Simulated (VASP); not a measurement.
# Co (P-3m1) in VASP: a series of runs, part 2 of 2

VASP 6.6.1. Earlier steps stand in the parts before.

### 3 Single point, LDA, collinear spin, ferromagnetic start

INCAR

```
SYSTEM = Co
ADDGRID = .FALSE.
ALGO = Normal
EDIFF = 1E-6
ENCUT = 520
GGA = CA
ISIF = 2
ISMEAR = -1
ISPIN = 2
LASPH = .TRUE.
LCHARG = .FALSE.
LMAXMIX = 4
LORBIT = 11
LREAL = .FALSE.
LWAVE = .FALSE.
MAGMOM = 2 2
NBANDS = 20
NELM = 100
PREC = Accurate
SIGMA = 0.1
```

KPOINTS

```
k-points
0
G
  9 9 5
  0 0 0
```

POSCAR

```
Co
1.0
    2.4873648738      0.0000000000      0.0000000000
   -1.2436824369      2.1541211692      0.0000000000
    0.0000000000      0.0000000000      4.0632895034
Co
2
Direct
    0.3333333333      0.6666666667      0.7401390000
    0.6666666667      0.3333333333      0.2598610000
```

Potentials or basis: VASP PAW LDA potentials, release 64 (Co).

Launch:

```console
> cat potpaw_LDA.64/Co/POTCAR > POTCAR
> mpirun -np 1 vasp_std > vasp.out
```

Run time: 26 s. Hardware: 1 thread of Intel Xeon Platinum 8488C (Sapphire Rapids), shared host; peak memory 0.14 GiB.

These settings aren't checked as converged: the numbers below hold their error.

Results:

| Item | Value |
| --- | --- |
| Free energy | -16.1502 eV |
| Pressure | -19.1 GPa |
| Largest force | 0.421 eV/Å |
| Band gap on the k mesh | none (metal or under the smearing width) |
| Net moment | 3.02 μB per cell |
| Site moments | Co +1.51 μB |
| Valence electrons inside the program's atomic spheres | Co 8.28 |

### 4 Single point, LDA, collinear spin, ferromagnetic start

INCAR is that of step 3.

KPOINTS is that of step 3.

POSCAR

```
Co
1.0
    2.4873648738      0.0000000000      0.0000000000
   -1.2436824369      2.1541211692      0.0000000000
    0.0000000000      0.0000000000      4.0632895034
Co
2
Direct
    0.3275520000      0.6759820000      0.7288160000
    0.6891290000      0.3188900000      0.2643300000
```

Potentials or basis: VASP PAW LDA potentials, release 64 (Co).

Launch:

```console
> cat potpaw_LDA.64/Co/POTCAR > POTCAR
> mpirun -np 1 vasp_std > vasp.out
```

OUTCAR:

```text
SYSTEM = Co
   EDIFF = 1E-6
   ENCUT = 520
   GGA = CA
   ISIF = 2
   ISMEAR = -1
   ISPIN = 2
   LASPH = .TRUE.
   LORBIT = 11
   LREAL = .FALSE.
   NELM = 100
   PREC = Accurate

 Found    203 irreducible k-points:

 Following reciprocal coordinates:
            Coordinates               Weight
  0.000000  0.000000  0.000000      1.000000
  0.111111 -0.000000  0.000000      2.000000
  0.000000  0.111111  0.000000      2.000000
 -0.111111  0.111111  0.000000      2.000000
  0.222222  0.000000  0.000000      2.000000
  0.000000  0.222222  0.000000      2.000000
   k-points           NKPTS =    203   k-points in BZ     NKDIM =    203   number of bands    NBANDS=     20
   number of dos      NEDOS =    301   number of ions     NIONS =      2
   total plane-waves  NPLWV =   9720
   dimension x,y,z NGX =    18 NGY =   18 NGZ =   30
   dimension x,y,z NGXF=    36 NGYF=   36 NGZF=   60
   ions per type =               2
   NGX,Y,Z   is equivalent  to a cutoff of  12.03, 12.03, 12.27 a.u.
   NGXF,Y,Z  is equivalent  to a cutoff of  24.06, 24.06, 24.55 a.u.
 SYSTEM =  Co
   PREC   = accura    normal or accurate (medium, high low for compatibility)
   ISTART =      0    job   : 0-new  1-cont  2-samecut
   ICHARG =      2    charge: 1-file 2-atom 10-const
   ISPIN  =      2    spin polarized calculation?
   LNONCOLLINEAR =      F non collinear calculations
   LSORBIT =      F    spin-orbit coupling
[... 343 lines left out ...]

  FORCE on cell =-STRESS in cart. coord.  units (eV):
  Direction    XX          YY          ZZ          XY          YZ          ZX
  --------------------------------------------------------------------------------------
  -------------------------------------------------------------------------------------
  Total       -2.4812276     -2.2407474     -2.1578303      0.2297937     -0.0980807      0.1972366
  in kB     -182.5953822   -164.8982691   -158.7963393     16.9106867     -7.2178306     14.5147899
  external PRESSURE =    -168.7633302 kB  Pullay stress =       0.0000000 kB

 VOLUME and BASIS-vectors are now :
 -----------------------------------------------------------------------------
  energy-cutoff  :      520.00
  volume of cell :       21.77
      direct lattice vectors                 reciprocal lattice vectors
     2.487364874  0.000000000  0.000000000     0.402031889  0.232113220  0.000000000
    -1.243682437  2.154121169  0.000000000     0.000000000  0.464226439  0.000000000
     0.000000000  0.000000000  4.063289503     0.000000000  0.000000000  0.246106018

 POSITION                                       TOTAL-FORCE (eV/Angst)
 -----------------------------------------------------------------------------------
     -0.02597      1.45615      2.96139         0.246195     -0.123812      0.901279
      1.31752      0.68693      1.07405        -0.246195      0.123812     -0.901279
 -----------------------------------------------------------------------------------
    total drift:                                0.000007      0.000011      0.000043

  FREE ENERGIE OF THE ION-ELECTRON SYSTEM (eV)
  ---------------------------------------------------
  free  energy   TOTEN  =       -16.0936910917 eV

  energy  without entropy=      -16.0338833299  energy(sigma->0) =      -16.06378721

 total charge

# of ion       s       p       d       tot
------------------------------------------
    1        0.492   0.517   7.292   8.300
    2        0.492   0.517   7.292   8.300
--------------------------------------------------
tot          0.983   1.034  14.583  16.601

 magnetization (x)

# of ion       s       p       d       tot
------------------------------------------
    1       -0.013  -0.040   1.569   1.516
    2       -0.013  -0.040   1.569   1.516
--------------------------------------------------
tot         -0.027  -0.079   3.138   3.032
```

stdout:

```text
POSCAR found type information on POSCAR Co
 POSCAR found :  1 types and       2 ions
 scaLAPACK will be used
 LDA part: xc-table for (Slater(with rela. corr.)+CA(PZ))
 , standard interpolation
 POSCAR, INCAR and KPOINTS ok, starting setup
 FFT: planning ... GRIDC
 FFT: planning ... GRID_SOFT
 FFT: planning ... GRID
 WAVECAR not read
 entering main loop
```

Run time: 84 s. Hardware: 1 thread of Intel Xeon Platinum 8488C (Sapphire Rapids), shared host; peak memory 0.21 GiB.

These settings aren't checked as converged: the numbers below hold their error.

Results:

```
Free energy                                           : -16.0937 eV
Pressure                                              : -16.9 GPa
Largest force                                         : 0.942 eV/Å
Band gap on the k mesh                                : none (metal or under the smearing width)
Net moment                                            : 3.03 μB per cell
Site moments                                          : Co +1.52 μB
Valence electrons inside the program's atomic spheres : Co 8.30
```
